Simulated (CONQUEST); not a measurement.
## WS2 (Tungstenite) under changes of volume

One of the cells (18.245 Å³/atom); the others are scaled copies at fixed shape and fractional positions:

```
W S
1.0
     3.18000    0.00000    0.00000
     0.00000    5.50792    0.00000
     0.00000    0.00000   12.50000
W S
4 8
Direct
  0.00000 0.33333 0.25000
  0.50000 0.83333 0.25000
  0.00000 0.66667 0.75000
  0.50000 0.16667 0.75000
  0.00000 0.33333 0.62500
  0.50000 0.83333 0.62500
  0.00000 0.66667 0.12500
  0.50000 0.16667 0.12500
  0.00000 0.33333 0.87500
  0.50000 0.83333 0.87500
  0.00000 0.66667 0.37500
  0.50000 0.16667 0.37500
```

- Program: CONQUEST 1.3
- Functional: PBE
- Potentials or basis: PseudoDojo NC PBE, SZP, grid of 32 × 60 × 120 points
- k mesh: 8 × 5 × 3
- Occupations: fermi-dirac, width 0.05 eV
- Spin: no spin polarisation

| volume (Å³/atom) | energy over the lowest point (meV/atom) | pressure (GPa) | gap on the mesh (eV) | largest force (eV/Å) |
| --- | --- | --- | --- | --- |
| 17.150 | 112.10 | 20.3 | 1.10 | 2.177 |
| 17.515 | 71.12 | 15.6 | 1.13 | 1.697 |
| 17.880 | 40.35 | 11.5 | 1.15 | 1.286 |
| 18.245 | 18.69 | 7.6 | 1.17 | 0.880 |
| 18.610 | ? | ? | ? | ? |
| 18.975 | 0.00 | 1.0 | 1.15 | 0.173 |
| 19.340 | 1.22 | -2.0 | 1.14 | 0.156 |

Q: What does the run at 18.610 Å³/atom give?

A: Energy over the lowest point 5.49 meV/atom; pressure 4.1 GPa; gap on the mesh 1.16 eV; largest force 0.504 eV/Å.

Worked out: A Birch-Murnaghan fit of order 3 (a polynomial in V^(-2/3)) to the other rows has its minimum at 19.09 Å³/atom with B0 = V·E''(V) = 153 GPa and B' = 4.1 at fixed shape and positions, which overstates the stiffness. It gives 5.56 meV/atom at 18.610 Å³/atom, against the run's 5.49, and -dE/dV = 4.1 GPa, against 4.1. A parabola through the other rows of the gap, of slope -0.215 eV per unit of ln V there, gives 1.16 eV, against the run's 1.16.

Energies are extrapolated to zero smearing.

Caveats: the atomic basis is small; spin-orbit coupling is left out, which moves the levels of the heavy elements; an odd mesh through Γ misses points on the zone boundary, where band edges often lie; this functional lacks dispersion, which binds the layers, so the pressure and a relaxed spacing across them are unreliable; the basis of atomic orbitals isn't converged, which shifts pressures, moduli and gaps; forces of over 1 eV/Å show positions far from the minimum, so gaps and moduli don't describe the material at rest (some runs).
